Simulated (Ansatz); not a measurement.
GeO₂:
```
CELL_PARAMETERS angstrom
      4.42793     0.00000     0.00000
      0.00000     4.42793     0.00000
      0.00000     0.00000     2.88427
ATOMIC_POSITIONS crystal
  Ge 0.00000 0.00000 0.00000
  Ge 0.50000 0.50000 0.50000
  O  0.30630 0.30630 0.00000
  O  0.19370 0.80630 0.50000
  O  0.69370 0.69370 0.00000
  O  0.80630 0.19370 0.50000
```

x, y and z are the axes in which the lattice vectors are written.

### Question
Give the high-frequency dielectric tensor and the Born effective charge tensors of the independent atoms from DFPT, PBEsol in the plane-wave PAW code Ansatz.

### Answer

ε∞:
```
4.36  0.00  0.00
0.00  4.36  0.00
0.00  0.00  4.67
```
Z* of atom 1 (Ge), rows: field, columns: displacement, in e:
```
4.13  0.61  0.00
0.61  4.13  0.00
0.00  0.00  4.44
```
Z* of atom 3 (O), rows: field, columns: displacement, in e:
```
-2.06  -0.75   0.00
-0.75  -2.06   0.00
 0.00   0.00  -2.22
```

Space group P4_2/mnm (rutile). Symmetry was held in the PBEsol relaxation. Spin–orbit coupling is left out wherever it is not named.

Potentials: the later of the program's two PAW sets.
